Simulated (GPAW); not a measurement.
# NaF (Villiaumite): G0W0 with GPAW, start to end, part 2 of 2

Aim: the G0W0 gap of NaF (Villiaumite) on PBE, step by step.

GPAW 26.7.0; PBE and many-body steps on it, plane waves. Known limits of the many-body steps: not at the basis limit.

So far. Step 3 (Bands along the symmetry lines): The gap is 6.378 eV, as in the run before at this level. Step 4 (Empty states on the mesh, 6×6×6 mesh, 139 bands): On this mesh the gap is 6.378 eV.

The database entry behind the starting cell differs from later determinations by our own check (0.1 to 0.3 % short, probably kX units), so it need not match the best structure at ambient conditions.

### Step 5. Screening and self-energy, 6×6×6 mesh, 129 bands, screening to 175 eV

G0W0 replaces the xc potential by the self-energy, built once from these orbitals. Only a window of levels is corrected, while the sums run over the empty bands that the input names.

This step: G0W0 on PBE, plane waves, PAW.

run.py

```python
import json
import numpy as np
from gpaw.mpi import world
from gpaw.response.g0w0 import G0W0

gw = G0W0('full.gpw',
    filename='gw',
    kpts=[0],
    bands=(5, 9),
    ecut=175,
    nbands=129,
    integrate_gamma='WS',
    ppa=True)
gw.calculate()
res = {mode: {k: v for k, v in r.items() if k != 'sigma_eskwn'}
       for mode, r in gw.all_results.items()}

if world.rank == 0:
    with open('result.json', 'w') as f:
        json.dump(res, f, default=lambda x: x.tolist())
```

The run is started by

```console
$ mpirun -n 4 gpaw python run.py
```

Numbers of over 12 decimals in the logs are rounded to 6 here.

The program printed:

```text
Using integrator: PointIntegrator
FrequencyGridDescriptor(from 0.000+0.000j to 0.000+27.211j eV, 2 points)
Nonperiodic BCs:  [False False False]
Using integrator: PointIntegrator
FrequencyGridDescriptor(from 0.000+0.000j to 0.000+27.211j eV, 2 points)
Nonperiodic BCs:  [False False False]
  ___  _ _ _
 |   || | | |
 | | || | | |
 |__ ||_____|
 |___|

BZ k-points: Symmetries present (total): 48

  [... matrices ...]
216 k-points: 6 x 6 x 6 Monkhorst-Pack grid + [1/12,1/12,1/12]
16 k-points in the irreducible part of the Brillouin zone
       k-points in crystal coordinates                weights
   0:     0.00000000    0.00000000    0.00000000          1/216
   1:     0.16666667    0.16666667    0.00000000          6/216
   2:     0.16666667    0.16666667    0.16666667          8/216
   3:     0.33333333    0.16666667    0.16666667         12/216
   4:     0.33333333    0.33333333   -0.33333333         12/216
   5:     0.33333333    0.33333333    0.00000000          6/216
   6:     0.33333333    0.33333333    0.16666667         24/216
   7:     0.33333333    0.33333333    0.33333333          8/216
   8:     0.50000000    0.33333333   -0.33333333         24/216
   9:     0.50000000    0.33333333   -0.16666667         12/216
          ...
  15:     0.50000000    0.50000000    0.50000000          4/216

Distributing spins, k-points and bands (1 x 1 x 4) over 4 processes
Number of blocks: 1

Quasi particle states:
k-points (IBZ indices): [0]
Band range: (5, 9)
  [... matrices ...]
Computational parameters:
Plane wave cut-off: 175 eV
Number of bands: 129
Coulomb cutoff: None
Broadening: 0.1 eV

fxc modes: GW
Kernel: RPA
Using Godby-Needs plasmon-pole approximation:
  Fitting energy: i*E0, E0 = 1.000 Hartree
Summing all q:

Calculating screened Coulomb potential
No Coulomb truncation
FrequencyGridDescriptor(from 0.000+0.000j to 0.000+27.211j eV, 2 points)
Removing empty qpoint cache files...

Calculating chi0 body with:
    Ground state adapter containing:
    Number of spins: 1
    Number of kpoints: 216
    Number of irreducible kpoints: 16
    Number of completely occupied states: 7
    Number of partially occupied states: 7
    Occupied states memory: 0.8544921875 M / cpu

    Linear response parametrization:
    q_c: [1.3877787807814457e-17, 1.3877787807814457e-17, 1.3877787807814457e-17]
    Number of frequency points: 2
    Planewave cutoff: 175.0
    Number of bands: 129
    Number of planewaves: 137
    Broadening (eta): 1e-06
    comm.size: 4
    kncomm.size: 4
    blockcomm.size: 1

    Memory estimate of potentially large arrays:
        chi0_wGG: 0.572784 M / cpu
Integrating chi0 body.

Symmetries of q_c:
    Direct symmetries (Uq -> q): 48
    Indirect symmetries (TUq -> q): 0
In total 48 allowed symmetries.

  [... matrices ...]
16 groups of equivalent kpoints. 92.592593% reduction.

Integral kind: response function
Integrating chi0 head and wings.

Symmetries of q_c:
    Direct symmetries (Uq -> q): 48
    Indirect symmetries (TUq -> q): 0
In total 48 allowed symmetries.

  [... matrices ...]
16 groups of equivalent kpoints. 92.592593% reduction.

Integral kind: response function wings

Calculating chi0 body with:
    Ground state adapter containing:
    Number of spins: 1
    Number of kpoints: 216
    Number of irreducible kpoints: 16
    Number of completely occupied states: 7
    Number of partially occupied states: 7
[... the further q-points ...]

Results:
f:      Occupation numbers
eps:     KS-eigenvalues [eV]
vxc:     KS vxc [eV]
exx:     Exact exchange [eV]
sigma:   Self-energies [eV]
dsigma:  Self-energy derivatives
Z:       Renormalization factors
qp:      QP-energies [eV]

k-point 0 (0): (0.000, 0.000, 0.000)                GW
band       f     eps     vxc     exx   sigma  dsigma       Z      qp
                                                                   GW
   5   1.000  -1.693 -23.643 -31.320   4.379  -0.226   0.816  -4.384
   6   1.000  -1.693 -23.643 -31.320   4.379  -0.226   0.816  -4.384
   7   0.000   4.685 -10.175  -5.932  -2.611  -0.106   0.904   6.160
   8   0.000  17.389  -7.141  -2.148  -3.129  -0.119   0.893  19.054
```

Run time: 59 s. Hardware: 4 MPI ranks of Arm Neoverse V2, shared host; peak memory 1.1 GiB.

Numbers from this step:

| Property | Result |
| --- | --- |
| G0W0 gap on the points computed | 10.54 eV |
| least direct G0W0 gap on the computed points | 10.54 eV |
| Z at the valence top | 0.8158 |
| Z at the conduction bottom | 0.9039 |
| starting gap on the mesh | 6.378 eV |
| k of the valence top | 0, 0, 0 |
| k of the conduction bottom | 0, 0, 0 |

The gap on the mesh goes from 6.38 eV to 10.54 eV, a correction of +4.17 eV.

Limits: finite bands, cutoff and mesh. v1 is the top filled band, c1 the lowest empty one. Levels before and after the correction, in eV, zero at the valence-band top of each column:

|  | conduction bottom | valence top |
| --- | --- | --- |
| Kohn-Sham | 6.38 | 0.00 |
| G0W0 | 10.54 | 0.00 |

|  | level | energy (eV) |
| --- | --- | --- |
| Kohn-Sham | Γ v2-v1 | 0.000 |
| Kohn-Sham | Γ c1 | 6.378 |
| Kohn-Sham | Γ c2 | 19.082 |
| G0W0 | Γ v2-v1 | 0.000 |
| G0W0 | Γ c1 | 10.545 |
| G0W0 | Γ c2 | 23.439 |

### Step 6. Where the time went

Times are wall times on 4 MPI ranks of Arm Neoverse V2, shared host, good to a factor of about two.

| step | time | share | memory (GiB) |
| --- | --- | --- | --- |
| ground state | 4.1 s | 6 % | 0.6 |
| bands along the symmetry lines | 3.9 s | 5 % | 0.53 |
| empty states on the mesh | 5.6 s | 8 % | 0.87 |
| screening and self-energy | 59 s | 81 % | 1.1 |

### Step 7. Outcome

```yaml
pbe_gap: 6.38 eV, direct
g0w0_gap_on_the_mesh: 10.54 eV
gw_settings: 6×6×6 mesh, 129 bands, screening to 175 eV, Godby-Needs plasmon pole
known_limits: not at the basis limit
```

What this shows: G0W0 moves the gap on the mesh from 6.38 eV to 10.54 eV (+4.17 eV), with Z of 0.82 and 0.90 at the edges. Only 1 of the mesh's irreducible points was corrected, so a valley elsewhere could overtake. The dearest step here is «screening and self-energy». Bands and cutoff are finite, so the gap is not at the basis limit. The miss can reach some tenths of an eV and take either sign; the mesh is an error of its own. These stock PAW sets were not made for GW. In the G0W0 run levels were corrected at 1 k point alone, so a gap called «on the mesh» is the least over those, and an edge elsewhere would be missed.

[Paths, hosts, dates, memory and timing lines, banners, echoed tables and standing remarks are left out of the program output.]

[Logs are printed without paths, hosts, clocks, repeated set-up lines and the standing remarks that a program may print on its own settings, such as how far it seeks lower states.]

[Runs of the session that timed out or met a known fault of the program may be left out.]

[Hosts, paths, dates, database ids (printed as entryN), source tags and the programs' standing remarks are cut or masked in the printed files.]
